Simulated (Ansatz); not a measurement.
# SiGe: the cost of one run

Computed with Ansatz 0.2.0 (DFT r2SCAN, scalar-relativistic, plane waves, PAW, unless a step's input says otherwise).

1 further run of the same task is left out (set aside as unsound or not needed). Runs told in other sessions of the task aren't counted.

### 1 Starting point

The structure is hexagonal, space group P6_3mc (No. 186). The conventional cell has a = 3.904 Å, b = 3.904 Å, c = 6.454 Å, α = 90.00°, β = 90.00°, γ = 120.00°. Around Si (site symmetry 3m) lie 4 Ge at 2.40 to 2.41 Å. Ge (site symmetry 3m) is surrounded by 4 Si at 2.40 to 2.41 Å.

Structure file:

```
Si Ge
1.0
     3.90438    0.00000    0.00000
    -1.95219    3.38129    0.00000
     0.00000    0.00000    6.45368
Si Ge
2 2
Direct
  0.66667 0.33333 0.87447
  0.33333 0.66667 0.37447
  0.66667 0.33333 0.50053
  0.33333 0.66667 0.00053
```

It goes back to an entry of the Materials Project, which need not be the stable form.

This cell was relaxed beforehand with the same method: volume 21.30 Å³/atom, gap on the mesh 0.66 eV.

### 2 Zero of the scan

The input, input.yaml:

```yaml
crystal:
  lattice:
    - [3.904377643, 0.0, 0.0]
    - [-1.9521888215, 3.3812902248, 0.0]
    - [0.0, 0.0, 6.4536796672]
  atoms:
    - { symbol: Si, position: [0.6666666667, 0.3333333333, 0.8744661518] }
    - { symbol: Si, position: [0.3333333333, 0.6666666667, 0.3744661518] }
    - { symbol: Ge, position: [0.6666666667, 0.3333333333, 0.5005328482] }
    - { symbol: Ge, position: [0.3333333333, 0.6666666667, 0.0005328482] }
basis:
  ecutwfc: 500
kpoints:
  mp_grid: { grid: [12, 12, 6] }
hamiltonian:
  xc: r2scan
scf:
  occupations: { method: gaussian, width: 0.05 }
output:
  forces: true
  stress: true
  eigenvalues: true
```

The run is started by

```sh
$ ansatz run input.yaml --threads 1 --pin off --max-ram 2560MiB --backend cpu --events-out ev --progress --plain --runs-dir out
```

What time and memory should one allow on 1 thread of Intel Xeon at 2.50GHz (Skylake/Cascade Lake), shared host?

About 37 s, with a peak of 0.56 GiB.
